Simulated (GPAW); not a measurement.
# NaH: single point with PBEh(alpha)

The system is NaH.

```xyz
2
Lattice="5.6688 0.0000 0.0000 -2.8344 4.9094 0.0000 0.0000 0.0000 4.0171" Properties=species:S:1:pos:R:3 pbc="T T T"
Na    0.0000    0.0000    2.0085
H     0.0000    0.0000    0.0000
```

The cell was built by a generator and needn't be a form met in nature.

* Program: GPAW 26.7.0
* Task: single point
* Functional: PBEh(alpha)
* Potentials or basis: GPAW PAW data sets (gpaw-data 1.2.1)
* Cutoff: 600 eV
* Basis: pw
* k mesh: 2 × 2 × 3
* Occupations: fermi-dirac, width 0.05 eV
* Spin: no spin polarisation
* Maxiter: 60
* Ranks: 4
* exact-exchange share: 0.5

```
Band gap on the k mesh : 6.82 eV, indirect (least direct gap 7.42 eV)
```

Levels at points of the mesh, in eV from the valence-band top:
```
           k point  band 1  band 2  band 3  band 4  band 5
(0.00, 0.00, 0.00)  -26.95  -26.95  -26.82   -0.82    7.48
(0.50, 0.50, 0.00)  -26.95  -26.95  -26.82   -0.60    6.82
```

Run time: 3.9 min on 4 MPI ranks on AMD EPYC 7571 (shared host), peak memory 0.2 GiB a rank.

Caveat: the k mesh is coarse (spacing up to 0.64 Å⁻¹), so the values aren't converged; exact exchange converges slowly with the k mesh, and this mesh is small; an odd mesh through Γ misses points on the zone boundary, where band edges often lie.
